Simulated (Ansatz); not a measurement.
# Guessed and relaxed cells of In

The guess for In was made by a generator: random cell by space group and Wyckoff sites (Pm-3m, No. 221). The dimensions are guesses.

start.cif

```cif
data_structure
_symmetry_space_group_name_H-M 'Pm-3m'
_symmetry_Int_Tables_number 221
_cell_length_a 4.1776
_cell_length_b 4.1776
_cell_length_c 4.1776
_cell_angle_alpha 90.000
_cell_angle_beta 90.000
_cell_angle_gamma 90.000
_cell_volume 72.91
loop_
_atom_site_label
_atom_site_type_symbol
_atom_site_symmetry_multiplicity
_atom_site_Wyckoff_symbol
_atom_site_fract_x
_atom_site_fract_y
_atom_site_fract_z
_atom_site_occupancy
In1 In 3 d 0.50000 0.00000 0.00000 1
```

Method: DFT PBE, scalar-relativistic, plane waves, PAW in Ansatz. Cutoff 420 eV, Gaussian smearing, Γ-centred meshes. Cell and atoms relax first on a coarse mesh and then on a finer one. In between, the cell is made exact in the group found at 0.06 Å. In metals the finer mesh still leaves noise of several meV/atom or more. The steps can't lower the symmetry of their start. No spin polarisation.

end.cif

```cif
data_structure
_symmetry_space_group_name_H-M 'Pm-3m'
_symmetry_Int_Tables_number 221
_cell_length_a 4.5020
_cell_length_b 4.5020
_cell_length_c 4.5020
_cell_angle_alpha 90.000
_cell_angle_beta 90.000
_cell_angle_gamma 90.000
_cell_volume 91.24
loop_
_atom_site_label
_atom_site_type_symbol
_atom_site_symmetry_multiplicity
_atom_site_Wyckoff_symbol
_atom_site_fract_x
_atom_site_fract_y
_atom_site_fract_z
_atom_site_occupancy
In1 In 3 d 0.50000 0.00000 0.00000 1
```

The symmetry stays Pm-3m (No. 221). The volume per atom grows by 25.1 %, from 24.3 to 30.4 Å³. The shortest distance goes from 2.95 Å (In–In) to 3.18 Å (In–In). The energy falls by about 0.26 eV/atom (the start's value is from the coarse mesh).

```
Volume per atom                             : 30.41 Å³
Density                                     : 6.27 g/cm³
Energy over the standard state              : +0.10 eV/atom
Gap on the 10×10×10 mesh of the 3-atom cell : 0 eV (a metal)
```

Energies count from the standard state of In at the same level. It lies above the standard state, so it could only be metastable.

The last run used Gaussian smearing of 0.10 eV. A later test with randomly moved atoms came back to the same energy, though modes that don't fit the test's cell weren't probed. In all, the 3 runs took 79 s on 1 thread of Intel(R) Xeon(R) Processor @ 2.50GHz (Skylake/Cascade Lake), with other jobs on the host.
